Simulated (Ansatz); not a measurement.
ZnTe (zinc blende)

```yaml
crystal:
  lattice:
    - [0.00000, 3.05735, 3.05735]
    - [3.05735, 0.00000, 3.05735]
    - [3.05735, 3.05735, 0.00000]
  atoms:
    - { symbol: Te, position: [0.75000, 0.75000, 0.75000] }
    - { symbol: Zn, position: [0.00000, 0.00000, 0.00000] }
```

The slice is a {110} plane (indices of the conventional cell) through the point (0.750, 0.750, 0.750) (fractional), spanned by u = [100] and v = [1 -1 -1] in vectors of this cell: u (4.32 Å) and v (6.11 Å, at 90° to u). It covers one period; positions are fractions (u, v).

Level of theory: r2SCAN (plane waves to 500 eV, PAW, scalar-relativistic; Ansatz, an electronic-structure program). k mesh 9×9×9. Near the nuclei the fields are pseudised (PAW); where an atom keeps semicore shells as valence, they peak there. Spin-orbit coupling is left out, though Te is heavy. The PAW data are Ansatz's earlier set. ZnTe was relaxed with its symmetry unable to fall.

### Question
The ELF has a maximum in the middle third of the Te–Zn line. Where, and how high?

### Answer
0.72, 1.2 Å from Te.

### Question
What is the ELF at the density minimum of the shortest Te–Zn line in this plane (2.65 Å)?

### Answer
0.4.

### Question
What is the valence density on the shortest Te–Zn line in this plane (2.65 Å), at its minimum between the atoms?

### Answer
0.37 e/Å³.

### Question
Sketch the valence electron density on this plane as a map.

### Answer
```
|8888775544443333333333334444557788|
|7777665544444433444433444444556677|
|6655554444444444555544444444445555|
|4444444444445566777766554444444444|
|4444333344445577999977554444333344|
|3333333333446688999988664433333333|
|2222222233445577999977554433222222|
|1111112222334466777766443333221111|
|0011111122334444555544443322111111|
|0000001122223333333333332222110000|
|0000001111222222333322222211110000|
|0000000011112222222222221111000000|
|0000000000111111222211111111000000|
|0000000000111111111111111100000000|
|0000000000000011111111000000000000|
|1111111111000000000000000011111111|
|2222221111110000000000001111112222|
|3333222222111100000000111122222233|
|4433333322221100000000112222333333|
|4444443333221111000011112233334444|
|6655554433332211111111223333445555|
|7777665544332222111122223344556677|
|8888775544333322222222333344557788|
|9988776644443322222222334444667788|
```
Scale: ten equal steps from -2.01 (start of '0') to 1.59 (end of '9'), in the order '0123456789'. Values: log₁₀ of the valence density in e/Å³. The map has 17 points along u (two characters each, u = 0 at the left) and 24 along v (v = 0 in the bottom row). The scale is logarithmic, as a density can span decades between atoms and voids.
